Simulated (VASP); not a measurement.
# CaF2 (Fluorite) (Fm-3m) in VASP: further runs, part 2 of 2

VASP 6.6.1. The steps go on from the part before.

## 4. Relaxation of the atoms, LDA (a relaxed cell with its volume scaled by 0.96)

INCAR reads:

```
PREC = Accurate ; ENCUT = 600
EDIFF = 1E-7 ; ISMEAR = 0
SIGMA = 0.03 ; LREAL = F
LASPH = T ; NELM = 80
ALGO = Fast ; ISIF = 2
LWAVE = F ; LCHARG = F
IBRION = 2 ; NSW = 40
EDIFFG = -0.01
```

KPOINTS reads:

```
Automatic mesh
0
Gamma
  8 8 8
```

POSCAR reads:

```
CaF2                                    
1.0
    0.0000000000      2.6312864637      2.6312864637
    2.6312864637      0.0000000000      2.6312864637
    2.6312864637      2.6312864637      0.0000000000
  Ca              F             
     1     2
Direct
     1.0000000000000000    0.0000000000000000    0.0000000000000000
     0.2500000000000000    0.2500000000000000    0.2500000000000000
     0.7500000000000000    0.7500000000000000    0.7500000000000000
```

Potentials or basis: VASP PAW LDA potentials, release 64 (Ca_sv, F).

Run with:

```bash
cat potpaw_LDA.64/Ca_sv/POTCAR potpaw_LDA.64/F/POTCAR > POTCAR
mpirun -np 1 vasp_std > vasp.out
```

OUTCAR:

```text
PREC = Accurate
   ENCUT = 600
   EDIFF = 1E-7
   ISMEAR = 0
   LREAL = F
   LASPH = T
   NELM = 80
   ISIF = 2
   IBRION = 2
   NSW = 40
   EDIFFG = -0.01

 ion  position               nearest neighbor table
   1  0.000  0.000  0.000-   3 2.28   3 2.28   2 2.28   2 2.28   3 2.28   2 2.28   3 2.28   2 2.28

   2  0.250  0.250  0.250-   1 2.28   1 2.28   1 2.28   1 2.28
   3  0.750  0.750  0.750-   1 2.28   1 2.28   1 2.28   1 2.28

  LATTYP: Found a face centered cubic cell.
 ALAT       =     5.2625729274
[... 653 lines left out ...]

  FORCE on cell =-STRESS in cart. coord.  units (eV):
  Direction    XX          YY          ZZ          XY          YZ          ZX
  --------------------------------------------------------------------------------------
  -------------------------------------------------------------------------------------
  Total        1.0350728      1.0350728      1.0350728     -0.0000000      0.0000000      0.0000000
  in kB       45.5142176     45.5142176     45.5142176     -0.0000000      0.0000000      0.0000000
  external PRESSURE =      45.5142176 kB  Pullay stress =       0.0000000 kB

 VOLUME and BASIS-vectors are now :
 -----------------------------------------------------------------------------
  energy-cutoff  :      600.00
  volume of cell :       36.44
      direct lattice vectors                 reciprocal lattice vectors
     0.000000000  2.631286464  2.631286464    -0.190021120  0.190021120  0.190021120
     2.631286464  0.000000000  2.631286464     0.190021120 -0.190021120  0.190021120
     2.631286464  2.631286464  0.000000000     0.190021120  0.190021120 -0.190021120

 POSITION                                       TOTAL-FORCE (eV/Angst)
 -----------------------------------------------------------------------------------
      0.00000      0.00000      0.00000        -0.000000     -0.000000      0.000000
      1.31564      1.31564      1.31564         0.000000      0.000000      0.000000
      3.94693      3.94693      3.94693        -0.000000      0.000000     -0.000000
 -----------------------------------------------------------------------------------
    total drift:                                0.000000     -0.000000      0.000000

  FREE ENERGIE OF THE ION-ELECTRON SYSTEM (eV)
  ---------------------------------------------------
  free  energy   TOTEN  =       -18.9864228274 eV

  energy  without entropy=      -18.9864228274  energy(sigma->0) =      -18.98642283

 reached required accuracy - stopping structural energy minimisation
```

OSZICAR:

```text
N       E                     dE             d eps       ncg     rms          rms(c)
DAV:   1     0.241717087812E+03    0.24172E+03   -0.15346E+04   928   0.172E+03
DAV:   2    -0.106985795632E+02   -0.25242E+03   -0.24809E+03  1208   0.422E+02
DAV:   3    -0.199368963005E+02   -0.92383E+01   -0.92317E+01  1040   0.922E+01
[... 15 lines left out ...]
RMM:  19    -0.189864221592E+02   -0.72572E-06   -0.66600E-06  1087   0.129E-02    0.852E-04
RMM:  20    -0.189864225052E+02   -0.34597E-06   -0.32927E-06  1000   0.978E-03    0.578E-04
RMM:  21    -0.189864226757E+02   -0.17058E-06   -0.15913E-06   923   0.661E-03    0.506E-04
RMM:  22    -0.189864227788E+02   -0.10309E-06   -0.95879E-07   800   0.491E-03    0.573E-04
RMM:  23    -0.189864228274E+02   -0.48527E-07   -0.47036E-07   737   0.382E-03
   1 F= -.18986423E+02 E0= -.18986423E+02  d E =-.189864E+02
```

CONTCAR:

```text
CaF2
   1.00000000000000
     0.0000000000000000    2.6312864637000000    2.6312864637000000
     2.6312864637000000    0.0000000000000000    2.6312864637000000
     2.6312864637000000    2.6312864637000000    0.0000000000000000
  Ca              F
     1     2
Direct
     0.0000000000000000    0.0000000000000000    0.0000000000000000
     0.2500000000000000    0.2500000000000000    0.2500000000000000
     0.7500000000000000    0.7500000000000000    0.7500000000000000

  0.00000000E+00  0.00000000E+00  0.00000000E+00
  0.00000000E+00  0.00000000E+00  0.00000000E+00
  0.00000000E+00  0.00000000E+00  0.00000000E+00
```

Run time: 17 s. Hardware: 1 thread of Intel Xeon 6975P-C (Granite Rapids), shared host; peak memory 0.15 GiB.

What came out:

| Item | Value |
| --- | --- |
| Free energy | -18.9864 eV |
| Pressure after relaxing | 4.6 GPa |
| Band gap on the k mesh | 7.58 eV, indirect (least direct gap 7.86 eV) |

Final structure:
```
Ca F
1.0
     0.00000    2.63129    2.63129
     2.63129    0.00000    2.63129
     2.63129    2.63129    0.00000
Ca F
1 2
Direct
  0.00000 0.00000 0.00000
  0.25000 0.25000 0.25000
  0.75000 0.75000 0.75000
```

Caveat: the relaxation stopped at its first step, so nothing moved.

## 5. Relaxation of the atoms, LDA (a relaxed cell with its volume scaled by 0.98)

INCAR is that of step 4.

KPOINTS is that of step 4.

POSCAR reads:

```
CaF2                                    
1.0
    0.0000000000      2.6494338404      2.6494338404
    2.6494338404      0.0000000000      2.6494338404
    2.6494338404      2.6494338404      0.0000000000
  Ca              F             
     1     2
Direct
     1.0000000000000000    0.0000000000000000    0.0000000000000000
     0.2500000000000000    0.2500000000000000    0.2500000000000000
     0.7500000000000000    0.7500000000000000    0.7500000000000000
```

Run with:

```bash
cat potpaw_LDA.64/Ca_sv/POTCAR potpaw_LDA.64/F/POTCAR > POTCAR
mpirun -np 1 vasp_std > vasp.out
```

Wall time 17 s (1 thread of Intel Xeon 6975P-C (Granite Rapids), shared host); peak memory 0.15 GiB.

The run converged. Its results:

| Quantity | Value |
| --- | --- |
| Free energy | -19.0046 eV |
| Pressure after relaxing | 2.1 GPa |
| Band gap on the k mesh | 7.45 eV, indirect (least direct gap 7.73 eV) |

Final structure:
```
Ca F
1.0
     0.00000    2.64943    2.64943
     2.64943    0.00000    2.64943
     2.64943    2.64943    0.00000
Ca F
1 2
Cartesian
  0.0000 0.0000 0.0000
  1.3247 1.3247 1.3247
  3.9742 3.9742 3.9742
```

Levels at points of the mesh, in eV from the valence-band top:
```csv
k point,band 8,band 9,band 10,band 11,band 12,band 13,band 14,band 15,band 16
"(0.00, 0.00, 0.00)",-2.48,-2.48,-0.27,-0.27,-0.27,7.45,9.36,9.36,11.93
"(0.50, 0.00, 0.00)",-1.80,-1.44,-1.39,-0.91,-0.91,9.64,9.64,10.26,10.75
"(0.50, 0.50, 0.00)",-1.80,-1.80,-0.44,-0.44,0.00,8.11,9.96,10.49,11.44
```

Caveat: the relaxation stopped at its first step, so nothing moved.

## 6. Overview

| task | cell | gap on the mesh (eV) | pressure (GPa) |
| --- | --- | --- | --- |
| relaxation of cell and atoms | relaxed | 7.33 | 0.0 |
| relaxation of the atoms | atoms relaxed from: a relaxed cell with its volume scaled by 0.94 | 7.71 | 7.3 |
| relaxation of the atoms | atoms relaxed from: a relaxed cell with its volume scaled by 0.96 | 7.58 | 4.6 |
| relaxation of the atoms | atoms relaxed from: a relaxed cell with its volume scaled by 0.98 | 7.45 | 2.1 |

Alike in all rows: level LDA; potentials or basis VASP PAW LDA potentials, release 64 (Ca_sv, F); no spin polarisation; k mesh 8 × 8 × 8; cutoff (eV) 600; smearing gaussian 0.03 eV.

Caveats: the relaxation stopped at its first step, so nothing moved (some runs).

Absolute energies hang on the potentials; compare differences alone.
